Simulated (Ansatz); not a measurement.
# V2CF2 MXene monolayer in a perpendicular field, part 2 of 2

Aim: how the V2CF2 MXene monolayer screens a field along its normal, and what the field does to its bands. A positive field points along +c.

Ansatz 0.2.0; plane-wave DFT, PBE-D3(BJ), Ansatz PAW.

So far. Step 2 (Relaxing the slab): The lattice constant a goes from 3.012 to 2.962 Å.

## 3. Atoms held, field 0

A sawtooth potential applies the field, turning back in the middle of the vacuum. With the dipole correction the typed value is the field outside the slab. The induced dipole is small, so the SCF threshold is tight.

The cell differs from the one that the last finished run ended in (c 39.228 → 22.616 Å).

input.yaml

```yaml
crystal:
  lattice:
    - [2.9621259678, 0.0, 0.0]
    - [-1.4810629839, 2.5652763373, 0.0]
    - [0.0, 0.0, 22.6161820443]
  atoms:
    - { symbol: F, position: [0.3333333333, 0.6666666667, 0.3979451519] }
    - { symbol: V, position: [0.6666666667, 0.3333333333, 0.4548104349] }
    - { symbol: C, position: [0.0, 0.0, 0.5] }
    - { symbol: V, position: [0.3333333333, 0.6666666667, 0.5451895651] }
    - { symbol: F, position: [0.6666666667, 0.3333333333, 0.6020548481] }
kpoints:
  mp_grid: { grid: [18, 18, 1] }
  band_path:
    path: [[0, 0, 0], [0.5, 0, 0], [0.33333333, 0.33333333, 0], [0, 0, 0]]
    npoints: 16
hamiltonian:
  xc: pbe
  dispersion: d3bj
scf:
  occupations: { method: fermi_dirac, width: 0.02585 }
  convergence: { dr2_threshold: 1.0e-10 }
efield:
  axis: 3
  dipole_correction: true
  ramp_position: 0.97
  ramp_width: 0.06
  amplitude: 0
output:
  dos: { projected: true, e_range: [-6, 5] }
  write_potential: true
  write_density: true
  volumetric_format: npy
  elf: true
```

Started as:

```console
$ ansatz run input.yaml --threads 2 --pin off --max-ram 3072MiB --backend cpu --events-out ev --progress --plain --runs-dir out
```

Numbers of over 12 decimals in the logs are rounded to 6 here.

The program printed:

```text
[...]
Crystal: 5 atoms, lattice volume = 171.853 Å³
Basis set: ecut = 420 eV, 3279 PW (Γ)
Bands: 27, of which v1, the nominal top of the filled ones, is band 22 counted from 1 (21 counted from 0)
Symmetry: 6 space group operations
k-points: 37 of 324 (time reversal used)
[...]
SCF iter   1: F=—  HF=-7696.371150 eV  |F-HF|=—  |Δ(HF+E_count)|=         —  Δρ=5.40e-3  dr2=3.52e-2  ethr=1.77e-3  p=0.000 e·Å  D=7.52e-14 V/Å  ΔV_dip=-0.00 eV  dr2_dipole=1.09e-9  V_vac-E_F(+/−)=5.36/5.36 eV  ⟨swp⟩=9.2  Hψ=5203  notcnv=0
efield: sawtooth ramp at fractional position 0.9700 (set: `efield.ramp_position`, or a place that a band, a saddle search or an elastic batch's reference lends), width 0.0600; the density the first Hamiltonian is built on has a dipole p = 0.000 e·Å; the dipole correction subtracts the counter field D = 7.52e-14 V/Å, which shifts the + side's vacuum level by -0.00 eV against the − side's; the planar-averaged density in the ramp window peaks in size at 2.0e-5 e/Å³
[...]
SCF iter   2: F=—  HF=-7696.369812 eV  |F-HF|=—  |Δ(HF+E_count)|=   1.34e-3  Δρ=3.26e-3  dr2=1.84e-2  ethr=8.00e-5  p=-0.000 e·Å  D=-1.61e-5 V/Å  ΔV_dip=0.00 eV  dr2_dipole=5.74e-9  V_vac-E_F(+/−)=5.22/5.22 eV  ⟨swp⟩=4.0  Hψ=2905  notcnv=0
[...]
SCF iter   9: F=-7696.365082 eV  HF=-7696.365082 eV  |F-HF|=9.46e-11  |Δ(HF+E_count)|=  1.82e-10  Δρ=1.24e-7  dr2=1.58e-11  ethr=1.00e-12  p=0.000 e·Å  D=9.31e-10 V/Å  ΔV_dip=-0.00 eV  dr2_dipole=1.56e-16  V_vac-E_F(+/−)=5.30/5.30 eV  ⟨swp⟩=4.6  Hψ=3134  notcnv=0
SCF 1 converged in 9 iterations: F = -7696.365082 eV  dr2 = 1.58e-11
[...]
NSCF: frozen V_eff on 49 k-points
efield: sawtooth ramp at fractional position 0.9700 (kept from the solve that this one continues, or follows in the run), width 0.0600; the density the first Hamiltonian is built on has a dipole p = 0.000 e·Å; the dipole correction subtracts the counter field D = 9.31e-10 V/Å, which shifts the + side's vacuum level by -0.00 eV against the − side's; the planar-averaged density in the ramp window peaks in size at 2.5e-6 e/Å³
[...]
SCF converged after 9 iterations
Free energy (F): -7696.365082 eV
[...]
Internal energy: -7696.360278 eV  (E = F + TS)
E sigma→0 (E₀):  -7696.362680 eV
Entropy (-TS):   -0.004804 eV (-0.961 meV/atom)
Fermi energy:    0.026808 eV
Dipole field:    D = -0.000000 V/Å  (p = -0.000000 e·Å, saw-weighted, corrected)
Work function:   Φ+ = 5.2982 eV   Φ− = 5.2982 eV
Levels:          The Fermi level and band energies are counted from a zero that moves with the ramp; work functions are not
[...]
--- Band table (eV; the first three rows and the last of 37) ---
  k-point 0: bands = [... 18 lower, -3.7225, -3.7225, -1.3120, -1.3120, -0.5167, 0.5470, 0.5470, 0.8128, ... 1 higher]
  k-point 1: bands = [... 18 lower, -3.8397, -3.7582, -1.3430, -1.2541, -0.5041, 0.5219, 0.5560, 0.8070, ... 1 higher]
  k-point 2: bands = [... 18 lower, -4.1330, -3.8476, -1.4567, -1.0932, -0.4494, 0.4751, 0.5850, 0.8014, ... 1 higher]
  k-point 36: bands = [... 18 lower, -5.2664, -4.1409, -0.6412, -0.2667, -0.2667, 0.9696, 0.9696, 1.2852, ... 1 higher]
```

Elapsed: 9.3 s, on 2 threads of AMD EPYC 9R14 (Zen 4), shared host; peak memory 0.55 GiB.

Numbers from this step:

| Property | Result |
| --- | --- |
| energy at zero smearing | -7696.3627 eV |
| work function, upper face | 5.298 eV |
| dipole along the normal | -1.63e-8 e·Å |

Running mean over a fixed 2.7 Å (it still follows the layers) of the planar mean; the ramp of the sawtooth is left out. Electron's electrostatic potential energy less the Fermi level against z:

| z (Å) | electron's electrostatic potential energy less the Fermi level (eV) |
| --- | --- |
| 3.0 | 5.30 |
| 3.5 | 5.30 |
| 4.0 | 5.30 |
| 4.5 | 5.30 |
| 5.0 | 5.30 |
| 5.5 | 5.30 |
| 6.0 | 5.29 |
| 6.5 | 5.28 |
| 7.0 | 5.13 |
| 7.5 | 4.02 |
| 8.0 | 1.88 |
| 8.5 | -0.570 |
| 9.0 | -3.71 |
| 9.5 | -6.90 |
| 10.0 | -9.60 |
| 10.5 | -11.0 |
| 11.0 | -12.0 |
| 11.5 | -12.1 |
| 12.0 | -11.2 |
| 12.5 | -10.0 |
| 13.0 | -7.62 |
| 13.5 | -4.46 |
| 14.0 | -1.26 |
| 14.5 | 1.36 |
| 15.0 | 3.57 |
| 15.5 | 5.01 |
| 16.0 | 5.26 |
| 16.5 | 5.29 |
| 17.0 | 5.30 |
| 17.5 | 5.30 |
| 18.0 | 5.30 |
| 18.5 | 5.30 |
| 19.0 | 5.30 |
| 19.5 | 5.30 |

The density of states has structure finer than the step of the table below, so its rows give means over 0.25 eV, whole bins alone (the curve runs from -6 to 0.48 eV). Peaks (eV: height): -5.280: 8.82, -4.260: 25.3, -4.180: 22.7, 0.450: 10.7.

The density of states by energy, zero at the Fermi level; means over each step:

| energy (eV) | density of states (states/eV a cell) |
| --- | --- |
| -5.50 | 0 |
| -5.25 | 4.14 |
| -5.00 | 2.98 |
| -4.75 | 2.15 |
| -4.50 | 2.05 |
| -4.25 | 12.0 |
| -4.00 | 1.67 |
| -3.75 | 0.385 |
| -3.50 | 0 |
| -3.25 | 0 |
| -3.00 | 0 |
| -2.75 | 0.414 |
| -2.50 | 0.858 |
| -2.25 | 1.01 |
| -2.00 | 1.17 |
| -1.75 | 1.47 |
| -1.50 | 2.01 |
| -1.25 | 1.14 |
| -1.00 | 1.86 |
| -0.75 | 1.42 |
| -0.50 | 1.96 |
| -0.25 | 1.91 |
| 0.00 | 1.86 |
| 0.25 | 2.11 |

Projected DOS per atom over height of the atomic layer and energy from the Fermi level. Layers: F V C V F from below.

Ten even steps from '_' (0.00 states/eV) to '@' (2.69 states/eV), each cell a mean:
```
__++__++__
__--__--__
__--__--__
__::__::__
__::__::__
__::__::__
__::__::__
__::__::__
__..__..__
__..__..__
__..__..__
__________
__________
__________
__________
..==@@==..
..--%%--..
__..--..__
....==....
::..++..::
__________
__________
```
Columns: height of the atomic layer (Å) from 9 to 13.6 (not evenly spaced); rows upwards: energy from the Fermi level (eV) from -5.96 to 0.43.

The electronic bands at the labelled points (eV, zero at the Fermi level):

| point | band 19 | band 20 | band 21 | band 22 | band 23 | band 24 | band 25 | band 26 |
| --- | --- | --- | --- | --- | --- | --- | --- | --- |
| Γ | -3.75 | -3.75 | -1.34 | -1.34 | -0.54 | 0.52 | 0.52 | 0.79 |
| halfway | -4.27 | -4.09 | -2.08 | -0.45 | -0.12 | 0.55 | 0.73 | 0.87 |
| M | -4.16 | -4.07 | -2.80 | 0.55 | 0.63 | 1.04 | 1.06 | 1.51 |
| halfway | -4.82 | -4.18 | -1.84 | 0.08 | 0.41 | 0.88 | 1.11 | 1.33 |
| K | -5.29 | -4.17 | -0.67 | -0.29 | -0.29 | 0.94 | 0.94 | 1.26 |
| halfway | -4.52 | -4.29 | -1.46 | -1.17 | 0.39 | 0.68 | 0.73 | 1.05 |
| Γ | -3.75 | -3.75 | -1.34 | -1.34 | -0.54 | 0.52 | 0.52 | 0.79 |

Electrostatic potential energy in the ca plane at fractional y = 0.333, with atoms of V and F within 0.2 Å of it. With pseudopotentials it is smooth inside the atoms' cores, unlike the true potential.

Ten even steps from '0' (-33 eV) to '9' (5 eV), each cell a mean:
```
99999999999999999999875112678777757999999999
99999999999999999999861010278887100799999999
99999999999999999999860120178886000599999999
99999999999999999999872000378887202799999999
99999999999999999999885323677777768999999999
99999999999999999999988777776556889999999999
99999999999999999999988888775335789999999999
99999999999999999999987767776556889999999999
```
Columns run along c (16.0 Å, from fractional 0.07 to 0.78 of the cell; values clipped at the 3rd and 97th percentile), rows up along a (3.0 Å). Atoms in or near the plane, at fractional coordinates: V at (0.45, 0.67), F at (0.60, 0.67).

Valence density in the ca plane at fractional y = 0.333, with atoms of V and F within 0.2 Å of it. It is the smooth field of the valence electrons, not physical close to the nuclei.

Values in units of 1e0 e/Å³, 5 rows by 16 columns, each cell a mean:
```
0.0 0.0 0.0 0.0 0.0 0.0 0.0 0.1 2.5 1.5 0.3 0.7 1.8 0.1 0.0 0.0
0.0 0.0 0.0 0.0 0.0 0.0 0.0 0.1 8.5 4.6 0.2 2.3 7.4 0.1 0.0 0.0
0.0 0.0 0.0 0.0 0.0 0.0 0.0 0.1 2.5 1.5 0.3 0.7 1.8 0.1 0.0 0.0
0.0 0.0 0.0 0.0 0.0 0.0 0.0 0.3 0.3 0.5 0.6 0.3 0.1 0.0 0.0 0.0
0.0 0.0 0.0 0.0 0.0 0.0 0.0 0.3 0.3 0.5 0.6 0.3 0.1 0.0 0.0 0.0
```
Columns run along c (16.0 Å, from fractional 0.07 to 0.78 of the cell), rows up along a (3.0 Å). Atoms in or near the plane, at fractional coordinates: V at (0.45, 0.67), F at (0.60, 0.67).

ELF in the ca plane at fractional y = 0.333, with atoms of V and F within 0.2 Å of it. It is the smooth field of the valence electrons, not physical close to the nuclei.

Values, 5 rows by 16 columns, each cell a mean:
```
0.00 0.00 0.00 0.00 0.00 0.00 0.03 0.11 0.42 0.34 0.25 0.39 0.74 0.24 0.01 0.00
0.00 0.00 0.00 0.00 0.00 0.00 0.00 0.05 0.67 0.49 0.17 0.54 0.69 0.37 0.01 0.00
0.00 0.00 0.00 0.00 0.00 0.00 0.03 0.11 0.42 0.34 0.25 0.39 0.74 0.24 0.01 0.00
0.00 0.00 0.00 0.00 0.00 0.01 0.17 0.50 0.15 0.51 0.30 0.12 0.17 0.03 0.00 0.00
0.00 0.00 0.00 0.00 0.00 0.01 0.17 0.50 0.15 0.51 0.30 0.12 0.17 0.03 0.00 0.00
```
Columns run along c (16.0 Å, from fractional 0.07 to 0.78 of the cell), rows up along a (3.0 Å). Atoms in or near the plane, at fractional coordinates: V at (0.45, 0.67), F at (0.60, 0.67).

The work function of the upper face is 5.30 eV.

## 4. Atoms held, field 0.1 V/Å

input.yaml, as its differences from that of step 3:

```diff
@@ -27,5 +27,4 @@
   ramp_width: 0.06
-  amplitude: 0
+  amplitude: 0.1
 output:
-  dos: { projected: true, e_range: [-6, 5] }
   write_potential: true
@@ -33,2 +32 @@
   volumetric_format: npy
-  elf: true
```

The program printed:

```text
[...]
Crystal: 5 atoms, lattice volume = 171.853 Å³
Basis set: ecut = 420 eV, 3279 PW (Γ)
Bands: 27, of which v1, the nominal top of the filled ones, is band 22 counted from 1 (21 counted from 0)
Symmetry: 6 space group operations
k-points: 37 of 324 (time reversal used)
[...]
k-point 0: bands = [... 18 lower, -3.7225, -3.7225, -1.3121, -1.3121, -0.5168, 0.5469, 0.5469, 0.8127, ... 1 higher]
  k-point 1: bands = [... 18 lower, -3.8397, -3.7582, -1.3432, -1.2542, -0.5042, 0.5217, 0.5558, 0.8069, ... 1 higher]
  k-point 2: bands = [... 18 lower, -4.1331, -3.8477, -1.4568, -1.0933, -0.4495, 0.4750, 0.5849, 0.8012, ... 1 higher]
  k-point 36: bands = [... 18 lower, -5.2653, -4.1410, -0.6413, -0.2678, -0.2658, 0.9695, 0.9695, 1.2851, ... 1 higher]
[key lines of the parts left out:]
SCF converged after 11 iterations
Free energy (F): -7696.366127 eV
Fermi energy:    0.026667 eV
Dipole field:    D = 0.022005 V/Å  (p = 0.020899 e·Å, saw-weighted, corrected)
```

It took 10 s on 2 threads; peak memory 0.52 GiB; 20 s of CPU time.

The dipole is 0.0209 e·Å.

## 5. Single point, field -0.1 V/Å

input.yaml, as its differences from that of step 4:

```diff
@@ -27,3 +27,3 @@
   ramp_width: 0.06
-  amplitude: 0.1
+  amplitude: -0.1
 output:
```

The program printed:

```text
[...]
Crystal: 5 atoms, lattice volume = 171.853 Å³
Basis set: ecut = 420 eV, 3279 PW (Γ)
Bands: 27, of which v1, the nominal top of the filled ones, is band 22 counted from 1 (21 counted from 0)
Symmetry: 6 space group operations
k-points: 37 of 324 (time reversal used)
[...]
k-point 0: bands = [... 18 lower, -3.7225, -3.7225, -1.3121, -1.3121, -0.5168, 0.5469, 0.5469, 0.8127, ... 1 higher]
  k-point 1: bands = [... 18 lower, -3.8397, -3.7582, -1.3432, -1.2542, -0.5042, 0.5217, 0.5558, 0.8069, ... 1 higher]
  k-point 2: bands = [... 18 lower, -4.1331, -3.8477, -1.4568, -1.0933, -0.4495, 0.4750, 0.5849, 0.8012, ... 1 higher]
  k-point 36: bands = [... 18 lower, -5.2653, -4.1410, -0.6413, -0.2678, -0.2658, 0.9694, 0.9695, 1.2851, ... 1 higher]
[key lines of the parts left out:]
SCF converged after 11 iterations
Free energy (F): -7696.366127 eV
Fermi energy:    0.026667 eV
Dipole field:    D = -0.022005 V/Å  (p = -0.020898 e·Å, saw-weighted, corrected)
```

Elapsed: 11 s, on 2 threads; peak memory 0.49 GiB; 22 s of CPU time.

The dipole is -0.0209 e·Å.

## 6. Response, atoms held

This step: plane-wave DFT, PBE-D3(BJ), Ansatz PAW; response to a field along the normal, atoms held (Ansatz 0.2.0).

The dipoles give the slope, and the difference of two potentials shows where the field is screened.

Numbers from this step:

```yaml
equivalent_conductor_thickness_p_eps_0ae: 4.977 Å
distance_between_the_outer_atoms: 4.616 Å
```

Table of dipole of the cell by applied field:

| applied field (V/Å) | dipole of the cell (e·Å) |
| --- | --- |
| -0.1000 | -0.0209 |
| 0.0000 | 0 |
| 0.1000 | 0.0209 |

Local field over the applied field, running mean. From the potentials at -0.1 and 0.1 V/Å; running mean over 2.5 Å. Local field over applied field against z:

| z (Å) | local field over applied field |
| --- | --- |
| 4.10 | 1.000 |
| 4.52 | 1.000 |
| 4.95 | 1.000 |
| 5.23 | 1.000 |
| 5.65 | 0.999 |
| 6.08 | 0.995 |
| 6.50 | 0.985 |
| 6.78 | 0.970 |
| 7.21 | 0.921 |
| 7.63 | 0.831 |
| 8.06 | 0.716 |
| 8.34 | 0.632 |
| 8.76 | 0.506 |
| 9.19 | 0.375 |
| 9.61 | 0.251 |
| 9.89 | 0.187 |
| 10.32 | 0.114 |
| 10.74 | 0.0691 |
| 11.17 | 0.0430 |
| 11.45 | 0.0430 |
| 11.87 | 0.0691 |
| 12.30 | 0.114 |
| 12.72 | 0.187 |
| 13.00 | 0.251 |
| 13.43 | 0.375 |
| 13.85 | 0.506 |
| 14.28 | 0.632 |
| 14.56 | 0.716 |
| 14.98 | 0.831 |
| 15.41 | 0.921 |
| 15.83 | 0.970 |
| 16.11 | 0.985 |
| 16.54 | 0.995 |
| 16.96 | 0.999 |
| 17.39 | 1.000 |
| 17.67 | 1.000 |
| 18.09 | 1.000 |
| 18.52 | 1.000 |

Electrons, planar mean, per unit field. Table of induced electron density by z:

| z (Å) | induced electron density (e/Å³ per V/Å) |
| --- | --- |
| 4.5 | 2.1e-7 |
| 5.0 | 8.0e-7 |
| 5.5 | 3.1e-6 |
| 6.0 | 1.3e-5 |
| 6.5 | 5.0e-5 |
| 7.0 | 2.0e-4 |
| 7.5 | 7.0e-4 |
| 8.0 | 0.00214 |
| 8.5 | 0.00345 |
| 9.0 | 0.00180 |
| 9.5 | 2.8e-5 |
| 10.0 | 0.00125 |
| 10.5 | 0.00126 |
| 11.0 | 5.0e-4 |
| 11.5 | -3.1e-4 |
| 12.0 | -8.7e-4 |
| 12.5 | -0.00174 |
| 13.0 | 1.5e-4 |
| 13.5 | -0.00193 |
| 14.0 | -0.00294 |
| 14.5 | -0.00262 |
| 15.0 | -9.3e-4 |
| 15.5 | -2.7e-4 |
| 16.0 | -7.0e-5 |
| 16.5 | -1.7e-5 |
| 17.0 | -4.4e-6 |
| 17.5 | -1.1e-6 |
| 18.0 | -2.7e-7 |

By hand: between -0.1 and 0.1 V/Å the dipole changes by 0.04180 e·Å, a slope of 0.2090 e·Å²/V. A perfect conductor of thickness t has p = ε₀AEt, so t = 180.95 × 0.2090 / 7.599 = 4.98 Å (e/ε₀ = 180.95 V·Å, A in Å²).

The induced dipole is that of a conductor 4.98 Å thick.

## 7. Summary of results

```json
{"gap without field": "none", "work function, upper face": "5.30 eV", "equivalent conductor thickness, atoms held": "4.98 Å"}
```

**Reading.** The induced dipole equals that of a perfect conductor 4.98 Å thick, while the outer atoms lie 4.62 Å apart. There is no gap over 0.03 eV, with or without the field. The first relaxation ran with spin and lost its moment, and the later runs have none; other magnetic states were not tried. The MXene's terminations sit over the metal atoms of its far layer; the site over carbon or nitrogen, which some compounds prefer, was not run.

[Logs are printed without paths, hosts, clocks, repeated set-up lines and the standing remarks that a program may print on its own settings, such as how far it seeks lower states.]

[Hosts, paths, dates, database ids (printed as entryN), source tags and the programs' standing remarks are cut or masked in the printed files.]

[Maps of the electrostatic potential energy from Ansatz leave out the sawtooth potential of an applied field or a dipole correction, so their vacuum need not be flat; planar profiles and work functions include it.]

[The density of states shown here was stored with 400 of the rows of the run's finer table, so its peaks can read low, often by over a quarter, or be missed, and its means over a window can be off by a tenth or more.]
